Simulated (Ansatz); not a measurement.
Input and command of a calculation in Ansatz (plane waves; scalar-relativistic PAW potentials unless the input names others):

```yaml
crystal:
  lattice:
    - [2.9726300472, 0.0, 0.0]
    - [-1.4863150236, 2.5743731369, 0.0]
    - [1.4863150236, 0.858124379, 2.6506635767]
  atoms:
    - { symbol: Ta, position: [0.0, 0.0, 0.0] }
    - { symbol: "N", position: [0.0, 0.5, 0.5] }
basis:
  ecutwfc: 420
  ecutrho_ratio: 8
kpoints:
  mp_grid: { grid: [12, 12, 13] }
hamiltonian:
  xc: pbesol
scf:
  occupations: { method: gaussian, width: 0.1 }
output:
  forces: true
  eigenvalues: true
  stress: true
relax:
  adjacent_minimum: "off"
  f_tol: 0.01
  max_steps: 50
  cell: { fix: [a, b, gamma], stress_tol: 0.1 }
```

```bash
ansatz run input.yaml --threads 2 --pin off --max-ram 5120MiB --backend cpu --events-out ev --progress --plain --runs-dir out
```

Abridged log:
```
Warning: crystal.symmetry: narrowed to the stabiliser of the k-point mesh — unitary ops 12 → 4; excluded 8 operations that carry a point of the 12×12×13 mesh (shift [0, 0, 0]) off the mesh (the run samples exactly the mesh kpoints.mp_grid names, as under crystal.symmetry.detect: false, and its converged state has the mesh's symmetry, not the crystal's; ε∞, the Born charges and the force constants of a linear response (`dielectric:` by the response, `phonons.method: dfpt`) are averaged over those of the crystal's operations that the state keeps within a tolerance, where `mesh_tensors`, `unavera ...
Pseudopotentials: kind: paw
Pseudopotential: Ta, paw, valence charge 13, recommended cutoff 420 eV (normal)
Pseudopotential: N, paw, valence charge 5, recommended cutoff 420 eV (normal)
Functional definition: PBEsol
Crystal: 2 atoms, lattice volume = 20.285 Å³
Basis set: ecut = 420 eV, 393 PW (Γ), exchange–correlation on 60×60×60 points (8 copies of the dense FFT grid, shifted against one another)
Bands: 13, of which v1, the nominal top of the filled ones, is band 9 counted from 1 (8 counted from 0)
Symmetry: 4 space group operations
k-points: 511 of 1872
Initial density: superposition of atomic densities (neutral atoms: chi_scale 0, normalization atom), corrected by the library's trained network
Initial wavefunctions: pseudopotential atomic-orbital guess
Functional: x = pbesol(κ = 0.804, μ = 0.12345679), c = pbesol(β = 0.046)
SCF iter   1: F=—  HF=-10186.999420 eV  |F-HF|=—  |Δ(HF+E_count)|=         —  Δρ=1.28e-2  dr2=3.16e-2  ethr=1.77e-3  ⟨swp⟩=5.6  Hψ=33885  notcnv=0
SCF iter   2: F=—  HF=-10186.994619 eV  |F-HF|=—  |Δ(HF+E_count)|=   4.80e-3  Δρ=7.31e-3  dr2=1.14e-2  ethr=1.75e-4  ⟨swp⟩=1.0  Hψ=10732  notcnv=0  defer=2
SCF iter   3: F=—  HF=-10186.991895 eV  |F-HF|=—  |Δ(HF+E_count)|=   2.72e-3  Δρ=6.85e-4  dr2=4.76e-5  ethr=6.33e-5  ⟨swp⟩=2.1  Hψ=8509  notcnv=0  defer=2
SCF iter   4: F=—  HF=-10186.991867 eV  |F-HF|=—  |Δ(HF+E_count)|=   2.81e-5  Δρ=1.04e-4  dr2=2.17e-6  ethr=2.64e-7  ⟨swp⟩=2.0  Hψ=11152  notcnv=0  defer=2
SCF iter   5: F=-10186.991866 eV  HF=-10186.991866 eV  |F-HF|=1.03e-8  |Δ(HF+E_count)|=   5.38e-7  Δρ=1.33e-5  dr2=1.77e-8  ethr=1.21e-8  ⟨swp⟩=2.4  Hψ=9669  notcnv=0  defer=2
SCF iter   6: F=-10186.991866 eV  HF=-10186.991866 eV  |F-HF|=6.55e-11  |Δ(HF+E_count)|=   5.50e-9  Δρ=1.37e-6  dr2=1.05e-10  ethr=9.85e-11  ⟨swp⟩=2.4  Hψ=23730  notcnv=0
SCF 1 converged in 6 iterations: F = -10186.991866 eV  dr2 = 1.05e-10
relax step   1: F+E_penalty+E_count = -10186.99186643 eV  Δ(F+E_penalty+E_count) = +0.000e0 eV  max|allowed force component| = 0.000e0 eV/Å  Δτ_max = 0.0000 Å  P = +12.648 GPa  Ω = 20.285 Å³  fix = [a, b, gamma]  reactions: a +19.811, b +13.108 GPa; gamma -3.870 GPa/rad (6 SCF iters, dr2 threshold 1.00e-7 eV, accepted)
Crystal: 2 atoms, lattice volume = 20.511 Å³
Basis set: ecut = 420 eV, 399 PW (Γ), exchange–correlation on 60×60×60 points (8 copies of the dense FFT grid, shifted against one another)
Initial density: handed on by an earlier stage of this run
Initial wavefunctions: those handed on with the density
SCF iter   1: F=—  HF=-10186.994878 eV  |F-HF|=—  |Δ(HF+E_count)|=         —  Δρ=2.60e-3  dr2=1.44e-3  ethr=7.81e-6  ⟨swp⟩=1.9  Hψ=42084  notcnv=0
SCF iter   2: F=—  HF=-10186.994474 eV  |F-HF|=—  |Δ(HF+E_count)|=   4.05e-4  Δρ=6.81e-4  dr2=9.58e-5  ethr=7.81e-6  ⟨swp⟩=2.5  Hψ=8979  notcnv=0
   ...
SCF iter   1: F=—  HF=-10186.995305 eV  |F-HF|=—  |Δ(HF+E_count)|=         —  Δρ=9.54e-5  dr2=2.05e-7  ethr=8.17e-8  ⟨swp⟩=3.1  Hψ=52118  notcnv=0
SCF iter   2: F=—  HF=-10186.995304 eV  |F-HF|=—  |Δ(HF+E_count)|=   1.00e-6  Δρ=4.60e-5  dr2=3.58e-8  ethr=1.14e-9  ⟨swp⟩=2.2  Hψ=9027  notcnv=0
SCF iter   3: F=—  HF=-10186.995304 eV  |F-HF|=—  |Δ(HF+E_count)|=   1.35e-7  Δρ=5.27e-6  dr2=4.91e-10  ethr=1.99e-10  ⟨swp⟩=2.5  Hψ=9091  notcnv=0
SCF iter   4: F=-10186.995304 eV  HF=-10186.995304 eV  |F-HF|=7.28e-12  |Δ(HF+E_count)|=   1.95e-9  Δρ=3.02e-7  dr2=6.43e-12  ethr=2.73e-12  ⟨swp⟩=2.1  Hψ=9433  notcnv=0
SCF iter   5: F=-10186.995304 eV  HF=-10186.995304 eV  |F-HF|=3.64e-12  |Δ(HF+E_count)|=  1.82e-12  Δρ=5.48e-8  dr2=2.39e-13  ethr=1.00e-12  ⟨swp⟩=1.0  Hψ=6643  notcnv=0
SCF iter   6: F=-10186.995304 eV  HF=-10186.995304 eV  |F-HF|=5.46e-12  |Δ(HF+E_count)|=    0.00e0  Δρ=3.78e-9  dr2=2.15e-15  ethr=1.00e-12  ⟨swp⟩=1.0  Hψ=6643  notcnv=0
SCF iter   7: F=-10186.995304 eV  HF=-10186.995304 eV  |F-HF|=1.82e-12  |Δ(HF+E_count)|=  1.82e-12  Δρ=8.27e-10  dr2=9.79e-17  ethr=1.00e-12  ⟨swp⟩=1.0  Hψ=6643  notcnv=0
SCF iter   8: F=-10186.995304 eV  HF=-10186.995304 eV  |F-HF|=3.64e-12  |Δ(HF+E_count)|=    0.00e0  Δρ=1.74e-10  dr2=2.31e-18  ethr=1.00e-12  ⟨swp⟩=1.0  Hψ=15330  notcnv=0
SCF 4 converged in 8 iterations: F = -10186.995304 eV  dr2 = 2.31e-18
SCF converged after 8 iterations
Free energy (F): -10186.995304 eV
Harris-Foulkes:  -10186.995304 eV  (|F-HF|=3.64e-12)
Internal energy: -10186.991671 eV  (E = F + TS)
E sigma→0 (E₀):  -10186.993487 eV
Entropy (-TS):   -0.003633 eV (-1.817 meV/atom)
Fermi energy:    22.286179 eV
--- Forces (eV/Å), atoms counted from 1 ---
  atom   1  Ta     0.00000000     0.00000000     0.00000000
  atom   2  N      0.00000000     0.00000000     0.00000000
--- Stress (GPa, compression-positive) ---
       12.797828       0.147625       0.013661
        0.147625      12.627365       0.007887
        0.013661       0.007887       0.097204
  P = ⅓ Tr σ = 8.5075 GPa (85.075 kbar)
--- Relaxed structure (3 steps of the walk, 3 accepted, 1 SCFs on fresh bases) ---
  F+E_penalty+E_count = -10186.99530393 eV   max|allowed force component| = 1.104e-29 eV/Å   (the final SCF, on the basis selected at the relaxed cell)
  cell:  # Å, volume = 20.5013 Å³
    - [2.97262950, -3.12401998e-7, 0.00179358]
    - [-1.48631502, 2.57437313, 0.0]
    - [1.48791398, 0.85904754, 2.68017181]
  atoms:
    - { symbol: Ta, position: [0.0, 0.0, 0.0] }
    - { symbol: N, position: [0.0, 0.5, 0.49999999] }
```

Apart from outputs and empty bands, the input differs from a reference run on usual settings in basis.ecutrho_ratio: not typed → 8. The reference, at the same start, ended its own course with a relaxed volume of 10.25 Å³/atom, pressure 8.51 GPa, largest force 0.000 eV/Å, no gap on the mesh. This run converged in 26 SCF iterations over all its steps (reference: 26) with an energy at zero smearing within 0.01 meV/atom of the reference's, a relaxed volume of 10.25 Å³/atom, pressure 8.51 GPa, largest force 0.000 eV/Å, no gap on the mesh.

It took 7.7 s on 2 threads of AMD EPYC 9R45 96-Core Processor (Zen 5) (shared host), peak memory 0.52 GiB.